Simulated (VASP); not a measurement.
# Ir (Fm-3m) in VASP: a series of runs, part 2 of 2

VASP 6.6.1. The steps go on from the part before.

## 3. Relaxation of cell and atoms, LDA

This run uses another cell than the first one, of 13.94 Å³/atom, 0.991 times its volume.

INCAR

```
PREC = Accurate ; ENCUT = 600
EDIFF = 1E-7 ; ISMEAR = 1
SIGMA = 0.1 ; LREAL = False
LASPH = True ; NELM = 80
ALGO = Normal ; ISIF = 3
LWAVE = False ; LCHARG = False
IBRION = 2 ; NSW = 90
EDIFFG = -0.005
```

KPOINTS

```
Automatic mesh
0
Gamma
  16 16 16
```

POSCAR

```
Ir                                      
1.0
   -0.0000000000      1.9101327699      1.9101327699
    1.9101327699     -0.0000000000      1.9101327699
    1.9101327699      1.9101327699     -0.0000000000
  Ir            
     1
Direct
     0.0000000000000000    0.0000000000000000    0.0000000000000000
```

Potentials or basis: VASP PAW LDA potentials, release 64 (Ir).

Started as:

```bash
$ cat potpaw_LDA.64/Ir/POTCAR > POTCAR
$ mpirun -np 1 vasp_std > vasp.out
```

OUTCAR:

```text
PREC = Accurate
   ENCUT = 600
   EDIFF = 1E-7
   ISMEAR = 1
   LREAL = False
   LASPH = True
   NELM = 80
   ISIF = 3
   IBRION = 2
   NSW = 90
   EDIFFG = -0.005

 ion  position               nearest neighbor table
   1  0.000  0.000  0.000-

  LATTYP: Found a face centered cubic cell.
 ALAT       =     3.8202655398

  Lattice vectors:

 A1 = (   0.0000000000,   1.9101327699,   1.9101327699)
 A2 = (   1.9101327699,   0.0000000000,   1.9101327699)
 A3 = (   1.9101327699,   1.9101327699,   0.0000000000)

Analysis of symmetry for initial positions (statically):
=====================================================================
 Subroutine PRICEL returns:
 Original cell was already a primitive cell.

 Routine SETGRP: Setting up the symmetry group for a
 face centered cubic supercell.

 Subroutine GETGRP returns: Found 48 space group operations
 (whereof 48 operations were pure point group operations)
 out of a pool of 48 trial point group operations.

The static configuration has the point symmetry O_h .

Analysis of symmetry for dynamics (positions and initial velocities):
=====================================================================
 Subroutine PRICEL returns:
 Original cell was already a primitive cell.

 Routine SETGRP: Setting up the symmetry group for a
 face centered cubic supercell.

 Subroutine GETGRP returns: Found 48 space group operations
 (whereof 48 operations were pure point group operations)
 out of a pool of 48 trial point group operations.

The dynamic configuration has the point symmetry O_h .

 Subroutine INISYM returns: Found 48 space group operations
 (whereof 48 operations are pure point group operations),
 and found     1 'primitive' translations

----------------------------------------------------------------------------------------

                                     Primitive cell

  volume of cell :      13.9386

  direct lattice vectors                    reciprocal lattice vectors
     0.000000000  1.910132770  1.910132770    -0.261761909  0.261761909  0.261761909
     1.910132770  0.000000000  1.910132770     0.261761909 -0.261761909  0.261761909
     1.910132770  1.910132770  0.000000000     0.261761909  0.261761909 -0.261761909

  length of vectors
     2.701335669  2.701335669  2.701335669     0.453384926  0.453384926  0.453384926

  position of ions in fractional coordinates (direct lattice)
     0.000000000  0.000000000  0.000000000

  ion indices of the primitive-cell ions
   primitive index   ion index
                 1           1

----------------------------------------------------------------------------------------

 KPOINTS: Automatic mesh

Automatic generation of k-mesh.
 Grid dimensions read from file:
 generate k-points for:   16   16   16

[... 46 lines left out ...]
   number of dos      NEDOS =    301   number of ions     NIONS =      1
   total plane-waves  NPLWV =  13824
   dimension x,y,z NGX =    24 NGY =   24 NGZ =   24
   dimension x,y,z NGXF=    48 NGYF=   48 NGZF=   48
   ions per type =               1
   NGX,Y,Z   is equivalent  to a cutoff of  14.77, 14.77, 14.77 a.u.
   NGXF,Y,Z  is equivalent  to a cutoff of  29.54, 29.54, 29.54 a.u.
 SYSTEM =  unknown system
   PREC   = accura    normal or accurate (medium, high low for compatibility)
   ISTART =      0    job   : 0-new  1-cont  2-samecut
   ICHARG =      2    charge: 1-file 2-atom 10-const
   ISPIN  =      1    spin polarized calculation?
   LNONCOLLINEAR =      F non collinear calculations
   LSORBIT =      F    spin-orbit coupling
   LASPH  =      T    aspherical Exc in radial PAW
   ENCUT  =  600.0 eV  44.10 Ry    6.64 a.u.   5.40  5.40  5.40*2*pi/ulx,y,z
   NELM   =     80;   NELMIN=  2; NELMDL= -5     # of ELM steps
   EDIFF  = 0.1E-06   stopping-criterion for ELM
   LREAL  =      F    real-space projection
   EDIFFG = -.5E-02   stopping-criterion for IOM
   NSW    =     90    number of steps for IOM
   IBRION =      2    ionic relax: 0-MD 1-quasi-New 2-CG
   NFREE  =      1    steps in history (QN), initial steepest desc. (CG)
   ISIF   =      3    stress and relaxation
   ISYM   =      2    0-nonsym 1-usesym 2-fastsym
   POTIM  = 0.5000    time-step for ionic-motion
   TEBEG  =    0.0;   TEEND  =   0.0 temperature during run
   PSTRESS=    0.0 pullay stress
   NELECT =       9.0000    total number of electrons
   NUPDOWN=      -1.0000    fix difference up-down
   EMIN   =  10.00;   EMAX   =-10.00  energy-range for DOS
   EFERMI =   0.00;   METHOD = LEGACY
   ISMEAR =     1;   SIGMA  =   0.10  broadening in eV -4-tet -1-fermi 0-gaus
   EFERMI_NEDOS =   21; number of points for ismear=-14 and -15
   IALGO  =     38    algorithm
   IMIX   =      4    mixing-type and parameters
     AMIX     =   0.40;   BMIX     =  1.00
     AMIX_MAG =   1.60;   BMIX_MAG =  1.00
  volume/ion in A,a.u.               =      13.94        94.06
  Fermi-wavevector in a.u.,A,eV,Ry     =   1.414975  2.673915 27.240964  2.002154
  Thomas-Fermi vector in A             =   2.536462
   LORBIT       =      0    0 simple, 1 ext, 2 COOP (PROOUT), +10 PAW based schemes
   GGA     = CA    functional components
   LHFCALC =     F    Hartree Fock is set to
   AEXX    =    0.0000 exact exchange contribution
   IVDW    =     0    specifies the selected vdW correction
   LEPSILON=     F    determine dielectric tensor
   LRPA    =     F    only Hartree local field effects (RPA)
 conjugate gradient relaxation of ions
 non-spin polarized calculation
 Methfessel and Paxton  Order N= 1 SIGMA  =   0.10
  energy-cutoff  :      600.00
  volume of cell :       13.94
 maximum number of plane-waves:       483
 NGX is ok and might be reduce to    24
   NGX = 11   NGY = 11   NGZ = 11

--------------------------------------- Ionic step        1  -------------------------------------------

 number of electron       9.0000000 magnetization

 Free energy of the ion-electron system (eV)
  ---------------------------------------------------
  ext. energy  EPLUGINS =         0.00000000
  ---------------------------------------------------
  free energy    TOTEN  =       -10.31576105 eV

  energy without entropy =      -10.31550710  energy(sigma->0) =      -10.31567640

------------------------ aborting loop because EDIFF is reached ----------------------------------------

  FORCE on cell =-STRESS in cart. coord.  units (eV):
  Direction    XX          YY          ZZ          XY          YZ          ZX
  --------------------------------------------------------------------------------------
  -------------------------------------------------------------------------------------
  Total       -0.0051098     -0.0051098     -0.0051098     -0.0000000      0.0000000     -0.0000000
  in kB       -0.5873474     -0.5873474     -0.5873474     -0.0000000      0.0000000     -0.0000000
  external PRESSURE =      -0.5873474 kB  Pullay stress =       0.0000000 kB
[... 57 lines left out ...]
--------------------------------------- Ionic step        3  -------------------------------------------

 number of electron       9.0000000 magnetization

 Free energy of the ion-electron system (eV)
  ---------------------------------------------------
  ext. energy  EPLUGINS =         0.00000000
  ---------------------------------------------------
  free energy    TOTEN  =       -10.31576139 eV

  energy without entropy =      -10.31550730  energy(sigma->0) =      -10.31567669

 E-fermi :  10.5719     XC(G=0): -14.2253

 val. band max:       10.5695577644   @ k =  -0.3750   0.1875   0.0000
 cond. band min:      10.5722905662   @ k =   0.3750   0.0625   0.0000
 fundamental gap:      0.0027328018
 Fermi energy:        10.5718604648

 k-point     1 :       0.0000    0.0000    0.0000
  band No.  band energies     occupation
      1      -0.6921      2.00000
      2       6.5730      2.00000
      3       6.5730      2.00000
      4       6.5730      2.00000
      5       9.3669      2.00000
      6       9.3669      2.00000
      7      24.8871      0.00000
      8      30.5171      0.00000
[... 243 lines left out ...]
 k-point    24 :      -0.0625    0.0625    0.0000
  band No.  band energies     occupation
      1      -0.2273      2.00000
      2       6.3071      2.00000
      3       6.7577      2.00000
      4       6.8128      2.00000
      5       9.1005      2.00000
      6       9.3927      2.00000
      7      25.6847      0.00000
      8      28.8040      0.00000

 [... further k-points ...]

------------------------ aborting loop because EDIFF is reached ----------------------------------------

  FORCE on cell =-STRESS in cart. coord.  units (eV):
  Direction    XX          YY          ZZ          XY          YZ          ZX
  --------------------------------------------------------------------------------------
  -------------------------------------------------------------------------------------
  Total        0.0006593      0.0006593      0.0006593      0.0000000      0.0000000      0.0000000
  in kB        0.0757944      0.0757944      0.0757944      0.0000000      0.0000000      0.0000000
  external PRESSURE =       0.0757944 kB  Pullay stress =       0.0000000 kB
[... 16 lines left out ...]
  FREE ENERGIE OF THE ION-ELECTRON SYSTEM (eV)
  ---------------------------------------------------
  free  energy   TOTEN  =       -10.3157613909 eV

  energy  without entropy=      -10.3155072985  energy(sigma->0) =      -10.31567669

 reached required accuracy - stopping structural energy minimisation
```

It took 17 s on 1 thread of Intel Xeon 6975P-C (Granite Rapids), shared host; peak memory 0.15 GiB.

Results:

```yaml
Free_energy: -10.3158 eV
Relaxed_volume: 13.94 Å³/atom
Relaxed_cell: a = 2.701 Å, b = 2.701 Å, c = 2.701 Å, α = 60.00°, β = 60.00°, γ = 60.00°
Space_group_after_relaxing_to_0.05_Å: Fm-3m (No. 225)
Energy_gained_by_relaxing: 0.0 meV/atom
Ionic_steps: 3
Pressure_after_relaxing: 0.0 GPa
Band_gap_on_the_k_mesh: none (metal or under the smearing width)
```

Final structure:
```
CELL_PARAMETERS angstrom
0.00000 1.91004 1.91004
1.91004 0.00000 1.91004
1.91004 1.91004 0.00000
ATOMIC_POSITIONS crystal
Ir 0.00000 0.00000 0.00000
```

## 4. Relaxation of cell and atoms, RPBE

INCAR

```
SYSTEM = Ir
PREC = Accurate ; ENCUT = 600
EDIFF = 1E-6 ; ISMEAR = 1
SIGMA = 0.1 ; LREAL = .False.
LASPH = .True. ; NELM = 80
ALGO = Normal ; ISIF = 3
LWAVE = .False. ; LCHARG = .False.
GGA = RP ; IBRION = 2
NSW = 90 ; EDIFFG = -0.01
```

KPOINTS

```
regular mesh
0
Gamma
  16 16 16
  0 0 0
```

POSCAR

```
Ir
1.0
    0.0000000000      1.9156000000      1.9156000000
    1.9156000000      0.0000000000      1.9156000000
    1.9156000000      1.9156000000      0.0000000000
Ir
1
Direct
    0.0000000000      0.0000000000      0.0000000000
```

Potentials or basis: VASP PAW PBE potentials, release 64 (Ir).

Started as:

```bash
$ cat potpaw_PBE.64/Ir/POTCAR > POTCAR
$ mpirun -np 1 vasp_std > vasp.out
```

Wall time 49 s (1 thread of AMD EPYC 7R13 (Zen 3), shared host); peak memory 0.14 GiB.

It converged, with:

- Free energy: -8.1819 eV
- Relaxed volume: 14.71 Å³/atom
- Relaxed cell: a = 2.750 Å, b = 2.750 Å, c = 2.750 Å, α = 60.00°, β = 60.00°, γ = 60.00°
- Space group after relaxing (to 0.05 Å): Fm-3m (No. 225)
- Energy gained by relaxing: 31.9 meV/atom
- Ionic steps: 4
- Pressure after relaxing: -0.1 GPa
- Band gap on the k mesh: none (metal or under the smearing width)

Step by step:
```tsv
step	energy change (eV)	largest force (eV/Å)	pressure (GPa)	volume (Å³)
1	0.0000	0.0000	16.69	14.06
2	0.2974	0.0000	-34.88	17.25
3	-0.0318	0.0000	-1.06	14.75
4	-0.0319	0.0000	-0.11	14.71
```

Final structure:
```
Ir
1.0
     0.00000    1.94460    1.94460
     1.94460    0.00000    1.94460
     1.94460    1.94460    0.00000
Ir
1
Direct
  0.00000 0.00000 0.00000
```

Levels at points of the mesh, in eV from the Fermi level:
| k point | band 1 | band 2 | band 3 | band 4 | band 5 | band 6 | band 7 | band 8 |
| --- | --- | --- | --- | --- | --- | --- | --- | --- |
| (0.00, 0.00, 0.00) | -10.67 | -3.64 | -3.64 | -3.64 | -1.12 | -1.12 | 14.38 | 19.75 |
| (0.50, 0.00, 0.00) | -7.67 | -3.74 | -3.74 | -0.64 | 0.84 | 0.84 | 6.91 | 13.92 |
| (0.50, 0.50, 0.00) | -7.46 | -6.90 | 0.80 | 1.38 | 1.38 | 1.73 | 10.04 | 11.55 |

Caveat: the PAW data sets were made with another functional, which shifts forces and pressure a little. RPBE and its kin give volumes clearly too large for solids.

## 5. Relaxation of cell and atoms, RPBE

This run uses another cell than the first one, of 14.71 Å³/atom, 1.046 times its volume.

INCAR

```
SYSTEM = Ir
PREC = Accurate ; ENCUT = 600
EDIFF = 1E-7 ; ISMEAR = 1
SIGMA = 0.1 ; LREAL = .False.
LASPH = .True. ; NELM = 80
ALGO = Normal ; ISIF = 3
LWAVE = .False. ; LCHARG = .False.
GGA = RP ; IBRION = 2
NSW = 90 ; EDIFFG = -0.005
```

KPOINTS is that of step 4.

POSCAR

```
Ir                                      
1.0
    0.0000000000      1.9446016895      1.9446016895
    1.9446016895     -0.0000000000      1.9446016895
    1.9446016895      1.9446016895     -0.0000000000
  Ir            
     1
Direct
     0.0000000000000000    0.0000000000000000    0.0000000000000000
```

Started as:

```bash
$ cat potpaw_PBE.64/Ir/POTCAR > POTCAR
$ mpirun -np 1 vasp_std > vasp.out
```

Wall time 38 s (1 thread of AMD EPYC 7R13 (Zen 3), shared host); peak memory 0.13 GiB.

Results (log left out):

| Property | Result |
| --- | --- |
| Free energy | -8.1820 eV |
| Relaxed volume | 14.70 Å³/atom |
| Relaxed cell | a = 2.750 Å, b = 2.750 Å, c = 2.750 Å, α = 60.00°, β = 60.00°, γ = 60.00° |
| Space group after relaxing (to 0.05 Å) | Fm-3m (No. 225) |
| Energy gained by relaxing | 0.0 meV/atom |
| Ionic steps | 3 |
| Pressure after relaxing | 0.0 GPa |
| Band gap on the k mesh | none (metal or under the smearing width) |

Final structure:
```
Ir
1.0
     0.00000    1.94436    1.94436
     1.94436    0.00000    1.94436
     1.94436    1.94436    0.00000
Ir
1
Cartesian
  0.0000 0.0000 0.0000
```

Levels at points of the mesh, in eV from the Fermi level:
| k point | band 1 | band 2 | band 3 | band 4 | band 5 | band 6 | band 7 | band 8 |
| --- | --- | --- | --- | --- | --- | --- | --- | --- |
| (0.00, 0.00, 0.00) | -10.68 | -3.64 | -3.64 | -3.64 | -1.12 | -1.12 | 14.37 | 19.76 |
| (0.50, 0.00, 0.00) | -7.67 | -3.74 | -3.74 | -0.64 | 0.84 | 0.84 | 6.92 | 13.92 |
| (0.50, 0.50, 0.00) | -7.46 | -6.91 | 0.81 | 1.38 | 1.38 | 1.73 | 10.04 | 11.55 |

Caveat: the PAW data sets were made with another functional, which shifts forces and pressure a little. The run has no spin-orbit coupling, so splittings on Ir are missing.
